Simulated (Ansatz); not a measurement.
NaCl:

```xyz
2
Lattice="3.5022 0.0000 0.0000 0.0000 3.5022 0.0000 0.0000 0.0000 3.5022" Properties=species:S:1:pos:R:3 pbc="T T T"
Cl    1.7511    1.7511    1.7511
Na    0.0000    0.0000    0.0000
```

Measurements of this composition are mostly on another form, of space group No. 225.

```yaml
Program: Ansatz 0.2.0
Task: single point
Functional: PBE
Potentials_or_basis: all-electron LAPW, scalar-relativistic
Cutoff: 141 eV (chosen from the basis error)
Basis_error_allowed: 0.001 eV/atom
k_mesh: 8 × 8 × 8
Occupations: fermi-dirac, width 0.05 eV
Spin: no spin polarisation
```

On this cell: pressure 0.1 GPa; largest force zero by symmetry; band gap on the k mesh 3.98 eV, indirect (least direct gap 4.47 eV).

The same run follows on a disturbed copy (atoms moved at random, drawn with an rms of 0.05 Å):

```xyz
2
Lattice="3.5022 0.0000 0.0000 0.0000 3.5022 0.0000 0.0000 0.0000 3.5022" Properties=species:S:1:pos:R:3 pbc="T T T"
Cl    1.7450    1.7385    1.7579
Na   -0.0325    0.0052   -0.0256
```

What does the disturbed cell give?

The energy moves by +0.2 meV/atom; pressure 0.1 GPa; largest force 0.015 eV/Å; band gap on the k mesh 3.98 eV, indirect (least direct gap 4.47 eV).

Forces on the atoms (eV/Å):
```
Cl  -0.009  0.006 -0.011
Na   0.009 -0.006  0.011
```

A k mesh can miss the band edges.
